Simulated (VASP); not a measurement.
Input of a VASP 6.6.1 run:

The input INCAR:

```
  PREC = Accurate
  ENCUT = 520
  EDIFF = 1E-6
  ISMEAR = 0
  SIGMA = 0.1
  LREAL = F
  LASPH = T
  NELM = 120
  ALGO = Normal
  ISIF = 3
  LWAVE = F
  LCHARG = F
  GGA = PE
  IBRION = 2
  NSW = 90
  EDIFFG = -0.01
```

Contents of KPOINTS:

```
Automatic mesh
0
Gamma
  10 10 10
```

POSCAR

```
TaN
1.0
    0.0000000000      2.1790000000      2.1790000000
    2.1790000000      0.0000000000      2.1790000000
    2.1790000000      2.1790000000      0.0000000000
Ta N
1 1
Direct
    0.5000000000      0.5000000000      0.5000000000
    0.0000000000      0.0000000000      0.0000000000
```

Potentials or basis: VASP PAW PBE potentials, release 64 (Ta_pv, N).

Command:

```bash
$ cat potpaw_PBE.64/Ta_pv/POTCAR potpaw_PBE.64/N/POTCAR > POTCAR
$ mpirun -np 1 vasp_std > vasp.out
```

**Question.** Predict the space group after relaxing (to 0.05 Å).

**Answer.** Fm-3m (No. 225).

**Question.** What does it give for the relaxed volume?

**Answer.** 10.79 Å³/atom.

**Question.** Estimate the relaxed cell.

**Answer.** a = 3.125 Å, b = 3.125 Å, c = 3.125 Å, α = 60.00°, β = 60.00°, γ = 60.00°.

**Question.** What does it give for the band gap on the k mesh?

**Answer.** None (metal or under the smearing width).

Step by step:
```
step  energy change (eV)  largest force (eV/Å)  pressure (GPa)  volume (Å³)
   1              0.0000                0.0000           15.40        20.69
   2              0.1589                0.0000          -26.32        23.82
   3             -0.0413                0.0000           -0.49        21.62
   4             -0.0413                0.0000           -0.06        21.59
```

Spin-orbit coupling is left out, which matters for the levels of Ta. PBE usually gives volumes a little too large and moduli too small.
